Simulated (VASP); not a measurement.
# Co in VASP: relaxation of the atoms with PBE

Aim: the relaxation of the atoms of Co with PBE.

Everything below comes from runs of VASP 6.6.1. Logs are shortened: lines on timing, memory, paths and dates and some standing lists are left out, and cuts for length are marked.

### Step 1. The slab as given

The cell holds a slab with vacuum, 10 atoms: a = 2.490 Å, b = 4.024 Å, c = 21.344 Å, α = 90.00°, β = 90.00°, γ = 90.00°.

The slab is cut from a database's or a generator's crystal, which needn't be the stable form of the element.

### Step 2. Relaxation of the atoms, PBE, collinear spin, ferromagnetic start

Input file INCAR:

```
SYSTEM = Co
PREC     = Accurate       ! precision mode
ENCUT    = 400            ! plane-wave cutoff, eV
EDIFF    = 1E-7           ! SCF threshold, eV
ISMEAR   = 1              ! smearing method
SIGMA    = 0.1            ! smearing width, eV
LREAL    = .FALSE.        ! projectors in reciprocal space
LASPH    = .TRUE.         ! aspherical terms in the spheres
NELM     = 120            ! most SCF steps
ALGO     = Normal         ! electronic algorithm
ISIF     = 2              ! what is computed and relaxed
LWAVE    = .FALSE.        ! write WAVECAR
LCHARG   = .FALSE.        ! write CHGCAR
ISPIN    = 2              ! spin polarisation
MAGMOM   = 2 2 2 2 2 2 2 2 2 2 ! initial moments
LORBIT   = 11             ! projections on sites
LMAXMIX  = 4              ! l up to which the mixer works
GGA      = PE             ! functional
IBRION   = 2              ! ionic algorithm
NSW      = 60             ! ionic steps
EDIFFG   = -0.01          ! ionic threshold
KPAR     = 4
```

Input file KPOINTS:

```
Automatic mesh
0
G
  13 8 1
  0 0 0
```

Input file POSCAR:

```
Co
1.0
    2.4898908000      0.0000000000      0.0000000000
    0.0000000000      4.0240811400      0.0000000000
    0.0000000000      0.0000000000     21.3440043036
Co
10
Direct
    0.0000000000      0.0000000000      0.2811093886
    0.5000000000      0.5000000000      0.3147848673
    0.5000000000      0.0000000000      0.3821358246
    0.0000000000      0.5000000000      0.4158113033
    0.0000000000      0.0000000000      0.4831622607
    0.5000000000      0.5000000000      0.5168377393
    0.5000000000      0.0000000000      0.5841886967
    0.0000000000      0.5000000000      0.6178641754
    0.0000000000      0.0000000000      0.6852151327
    0.5000000000      0.5000000000      0.7188906114
```

Potentials or basis: VASP PAW PBE potentials, release 64 (Co).

On the command line:

```sh
cat potpaw_PBE.64/Co/POTCAR > POTCAR
mpirun -np 4 vasp_std > vasp.out
```

OUTCAR:

```text
SYSTEM = Co
   PREC = Accurate
   ENCUT = 400
   EDIFF = 1E-7
   ISMEAR = 1
   LREAL = .FALSE.
   LASPH = .TRUE.
   NELM = 120
   ISIF = 2
   ISPIN = 2
   LORBIT = 11
   GGA = PE
   IBRION = 2
   NSW = 60
   EDIFFG = -0.01

 ion  position               nearest neighbor table
   1  0.000  0.000  0.281-   2 2.47   2 2.47   2 2.47   2 2.47   3 2.49   3 2.49
   2  0.500  0.500  0.315-   3 2.47   3 2.47   1 2.47   1 2.47   1 2.47   1 2.47   4 2.49   4 2.49

   3  0.500  0.000  0.382-   2 2.47   2 2.47   4 2.47   4 2.47   4 2.47   4 2.47   1 2.49   1 2.49
                             5 2.49   5 2.49
   4  0.000  0.500  0.416-   3 2.47   3 2.47   3 2.47   3 2.47   5 2.47   5 2.47   6 2.49   6 2.49
                             2 2.49   2 2.49
   5  0.000  0.000  0.483-   6 2.47   6 2.47   6 2.47   6 2.47   4 2.47   4 2.47   7 2.49   7 2.49
                             3 2.49   3 2.49
   6  0.500  0.500  0.517-   5 2.47   5 2.47   5 2.47   5 2.47   7 2.47   7 2.47   4 2.49   4 2.49
                             8 2.49   8 2.49
   7  0.500  0.000  0.584-   8 2.47   8 2.47   8 2.47   8 2.47   6 2.47   6 2.47   5 2.49   5 2.49
                             9 2.49   9 2.49
   8  0.000  0.500  0.618-   9 2.47   9 2.47   7 2.47   7 2.47   7 2.47   7 2.47  10 2.49  10 2.49
                             6 2.49   6 2.49
   9  0.000  0.000  0.685-   8 2.47   8 2.47  10 2.47  10 2.47  10 2.47  10 2.47   7 2.49   7 2.49

  10  0.500  0.500  0.719-   9 2.47   9 2.47   9 2.47   9 2.47   8 2.49   8 2.49

  LATTYP: Found a simple orthorhombic cell.
 ALAT       =     2.4898908000
 B/A-ratio  =     1.6161677211
 C/A-ratio  =     8.5722652189

  Lattice vectors:

 A1 = (   2.4898908000,   0.0000000000,   0.0000000000)
 A2 = (   0.0000000000,   4.0240811400,   0.0000000000)
 A3 = (   0.0000000000,   0.0000000000,  21.3440043036)

Analysis of symmetry for initial positions (statically):
=====================================================================
 Subroutine PRICEL returns:
 Original cell was already a primitive cell.

 Routine SETGRP: Setting up the symmetry group for a
 simple orthorhombic supercell.

 Subroutine GETGRP returns: Found  8 space group operations
 (whereof  4 operations were pure point group operations)
 out of a pool of  8 trial point group operations.

The static configuration has the point symmetry C_2v.
 The point group associated with its full space group is D_2h.

Analysis of symmetry for dynamics (positions and initial velocities):
=====================================================================
 Subroutine PRICEL returns:
 Original cell was already a primitive cell.

 Routine SETGRP: Setting up the symmetry group for a
 simple orthorhombic supercell.

 Subroutine GETGRP returns: Found  8 space group operations
 (whereof  4 operations were pure point group operations)
 out of a pool of  8 trial point group operations.

The dynamic configuration has the point symmetry C_2v.
 The point group associated with its full space group is D_2h.

Analysis of structural, dynamic, and magnetic symmetry:
=====================================================================
 Subroutine PRICEL returns:
 Original cell was already a primitive cell.

 Routine SETGRP: Setting up the symmetry group for a
 simple orthorhombic supercell.

 Subroutine GETGRP returns: Found  8 space group operations
 (whereof  4 operations were pure point group operations)
 out of a pool of  8 trial point group operations.

The overall configuration has the point symmetry C_2v.
 The point group associated with its full space group is D_2h.

 Subroutine INISYM returns: Found  8 space group operations
 (whereof  4 operations are pure point group operations),
 and found     1 'primitive' translations

----------------------------------------------------------------------------------------

                                     Primitive cell

  volume of cell :     213.8567

  direct lattice vectors                    reciprocal lattice vectors
     2.489890800  0.000000000  0.000000000     0.401624039  0.000000000  0.000000000
     0.000000000  4.024081140  0.000000000     0.000000000  0.248503935  0.000000000
     0.000000000  0.000000000 21.344004304     0.000000000  0.000000000  0.046851565

  length of vectors
[... 108 lines left out ...]
   PSTRESS=    0.0 pullay stress
   NELECT =      90.0000    total number of electrons
   NUPDOWN=      -1.0000    fix difference up-down
   EMIN   =  10.00;   EMAX   =-10.00  energy-range for DOS
   EFERMI =   0.00;   METHOD = LEGACY
   ISMEAR =     1;   SIGMA  =   0.10  broadening in eV -4-tet -1-fermi 0-gaus
   EFERMI_NEDOS =   21; number of points for ismear=-14 and -15
   IALGO  =     38    algorithm
   IMIX   =      4    mixing-type and parameters
     AMIX     =   0.40;   BMIX     =  1.00
     AMIX_MAG =   1.60;   BMIX_MAG =  1.00
  volume/ion in A,a.u.               =      21.39       144.32
  Fermi-wavevector in a.u.,A,eV,Ry     =   1.226821  2.318356 20.478004  1.505091
  Thomas-Fermi vector in A             =   2.361808
   LORBIT       =     11    0 simple, 1 ext, 2 COOP (PROOUT), +10 PAW based schemes
   GGA     = PE    functional components
   LHFCALC =     F    Hartree Fock is set to
   AEXX    =    0.0000 exact exchange contribution
   IVDW    =     0    specifies the selected vdW correction
   LEPSILON=     F    determine dielectric tensor
   LRPA    =     F    only Hartree local field effects (RPA)
 conjugate gradient relaxation of ions
 spin polarized calculation
 Methfessel and Paxton  Order N= 1 SIGMA  =   0.10
  energy-cutoff  :      400.00
  volume of cell :      213.86
 maximum number of plane-waves:      3950
   NGX =  9   NGY = 13   NGZ = 69

--------------------------------------- Ionic step        1  -------------------------------------------

 number of electron      89.9999994 magnetization      16.7691396

 Free energy of the ion-electron system (eV)
  ---------------------------------------------------
  ext. energy  EPLUGINS =         0.00000000
  ---------------------------------------------------
  free energy    TOTEN  =       -67.49951090 eV

  energy without entropy =      -67.50469836  energy(sigma->0) =      -67.50124005

------------------------ aborting loop because EDIFF is reached ----------------------------------------

  FORCE on cell =-STRESS in cart. coord.  units (eV):
  Direction    XX          YY          ZZ          XY          YZ          ZX
  --------------------------------------------------------------------------------------
  -------------------------------------------------------------------------------------
  Total       -3.6025623     -3.8958990     -1.4752710      0.0000000      0.0000000      0.0000000
  in kB      -26.9897684    -29.1873952    -11.0524731      0.0000000      0.0000000      0.0000000
  external PRESSURE =     -22.4098789 kB  Pullay stress =       0.0000000 kB
[... 113 lines left out ...]
  FREE ENERGIE OF THE ION-ELECTRON SYSTEM (eV)
  ---------------------------------------------------
  free  energy   TOTEN  =       -67.5336945140 eV

  energy  without entropy=      -67.5367495836  energy(sigma->0) =      -67.53471287

[... ionic steps 4 to 10 ...]

--------------------------------------- Ionic step       11  -------------------------------------------

 number of electron      89.9999994 magnetization      16.6977591

------------------------ aborting loop because EDIFF is reached ----------------------------------------
[... 83 lines left out ...]
--------------------------------------- Ionic step       13  -------------------------------------------

 number of electron      89.9999996 magnetization      16.6983494

 Free energy of the ion-electron system (eV)
  ---------------------------------------------------
  ext. energy  EPLUGINS =         0.00000000
  ---------------------------------------------------
  free energy    TOTEN  =       -67.53878370 eV

  energy without entropy =      -67.54151989  energy(sigma->0) =      -67.53969576

 E-fermi :   2.9911     XC(G=0):  -7.7069

 val. band max:        2.9826723306   @ k =   0.0769   0.1250   0.0000
 cond. band min:       2.9918519298   @ k =   0.0000   0.5000   0.0000
 fundamental gap:      0.0091795992
 Fermi energy:         2.9910657389

 spin component 1

 k-point     1 :       0.0000    0.0000    0.0000
  band No.  band energies     occupation
      1      -5.7100      1.00000
      2      -4.9206      1.00000
      3      -3.6899      1.00000
      4      -2.5387      1.00000
      5      -2.0331      1.00000
      6      -1.9932      1.00000
[... 1429 lines left out ...]
     56       2.9609      0.74270
     57       3.7062     -0.00000

 [... further k-points ...]

 spin component 2

 k-point     1 :       0.0000    0.0000    0.0000
  band No.  band energies     occupation
      1      -5.7125      1.00000
      2      -4.9044      1.00000
      3      -3.6139      1.00000
      4      -2.2095      1.00000
      5      -1.2563      1.00000
      6      -1.0497      1.00000
[... 1429 lines left out ...]
     56       4.5485     -0.00000
     57       5.0235      0.00000

 [... further k-points ...]

 [bands above 57 left out]

------------------------ aborting loop because EDIFF is reached ----------------------------------------

  FORCE on cell =-STRESS in cart. coord.  units (eV):
  Direction    XX          YY          ZZ          XY          YZ          ZX
  --------------------------------------------------------------------------------------
  -------------------------------------------------------------------------------------
  Total       -2.6641662     -2.8485651     -0.3663523      0.0000000      0.0000000      0.0000000
  in kB      -19.9594682    -21.3409529     -2.7446474      0.0000000      0.0000000      0.0000000
  external PRESSURE =     -14.6816895 kB  Pullay stress =       0.0000000 kB
[... 25 lines left out ...]
  FREE ENERGIE OF THE ION-ELECTRON SYSTEM (eV)
  ---------------------------------------------------
  free  energy   TOTEN  =       -67.5387836983 eV

  energy  without entropy=      -67.5415198942  energy(sigma->0) =      -67.53969576

 reached required accuracy - stopping structural energy minimisation

 total charge

# of ion       s       p       d       tot
------------------------------------------
    1        0.488   0.383   7.237   8.108
    2        0.490   0.458   7.241   8.189
    3        0.494   0.531   7.268   8.293
    4        0.487   0.520   7.264   8.271
    5        0.489   0.523   7.261   8.273
    6        0.489   0.523   7.261   8.273
    7        0.487   0.520   7.264   8.271
    8        0.494   0.531   7.268   8.293
    9        0.490   0.458   7.241   8.189
   10        0.488   0.383   7.237   8.108
--------------------------------------------------
tot          4.896   4.830  72.542  82.268

 magnetization (x)

# of ion       s       p       d       tot
------------------------------------------
    1       -0.005  -0.034   1.844   1.806
    2       -0.014  -0.047   1.750   1.688
    3       -0.015  -0.054   1.721   1.652
    4       -0.013  -0.055   1.717   1.648
    5       -0.015  -0.054   1.689   1.620
    6       -0.015  -0.054   1.689   1.620
    7       -0.013  -0.055   1.717   1.648
    8       -0.015  -0.054   1.721   1.652
    9       -0.014  -0.047   1.750   1.688
   10       -0.005  -0.034   1.844   1.806
--------------------------------------------------
tot         -0.125  -0.489  17.441  16.827
```

It took 49 min on 4 MPI ranks of Intel Xeon Platinum 8259CL at 2.50GHz (Skylake/Cascade Lake), shared host; peak memory 0.58 GiB.

What came out:

```yaml
Free_energy: -67.5388 eV
Energy_gained_by_relaxing: 3.9 meV/atom
Ionic_steps: 13
Largest_force_after_relaxing: 0.008 eV/Å
Band_gap_on_the_k_mesh: none (metal or under the smearing width)
Net_moment: 16.70 μB per cell
Site_moments: Co +1.81, +1.69, +1.65, +1.62 μB
Valence_electrons_inside_the_program's_atomic_spheres: Co 8.11, 8.19, 8.29, 8.27
```

Forces in eV/Å, atoms in the order of the input:
```
Co   0.000  0.000 -0.007
Co   0.000  0.000  0.000
Co   0.000  0.000  0.008
Co   0.000  0.000 -0.003
Co   0.000  0.000 -0.007
Co   0.000  0.000  0.007
Co   0.000  0.000  0.003
Co   0.000  0.000 -0.008
Co   0.000  0.000  0.000
Co   0.000  0.000  0.007
```

Step by step:
| step | energy change (eV) | largest force (eV/Å) | pressure (GPa) |
| --- | --- | --- | --- |
| 1 | 0.0000 | 0.4561 | -2.24 |
| 2 | -0.0250 | 0.2705 | -2.04 |
| 3 | -0.0342 | 0.1349 | -1.79 |
| 4 | -0.0371 | 0.0738 | -1.76 |
| 5 | -0.0380 | 0.0586 | -1.73 |
| 6 | -0.0385 | 0.0292 | -1.69 |
| 7 | -0.0388 | 0.0195 | -1.66 |
| 8 | -0.0389 | 0.0211 | -1.64 |
| 9 | -0.0390 | 0.0165 | -1.60 |
| 10 | -0.0392 | 0.0132 | -1.56 |
| 11 | -0.0392 | 0.0196 | -1.47 |
| 12 | -0.0392 | 0.0155 | -1.51 |
| 13 | -0.0393 | 0.0079 | -1.47 |

Final structure:
```
Co
1.0
     2.48989    0.00000    0.00000
     0.00000    4.02408    0.00000
     0.00000    0.00000   21.34400
Co
10
Cartesian
  0.0000 0.0000 6.0721
  1.2449 2.0120 6.6987
  1.2449 0.0000 8.1509
  0.0000 2.0120 8.8648
  0.0000 0.0000 10.3208
  1.2449 2.0120 11.0232
  1.2449 0.0000 12.4792
  0.0000 2.0120 13.1931
  0.0000 0.0000 14.6453
  1.2449 2.0120 15.2719
```
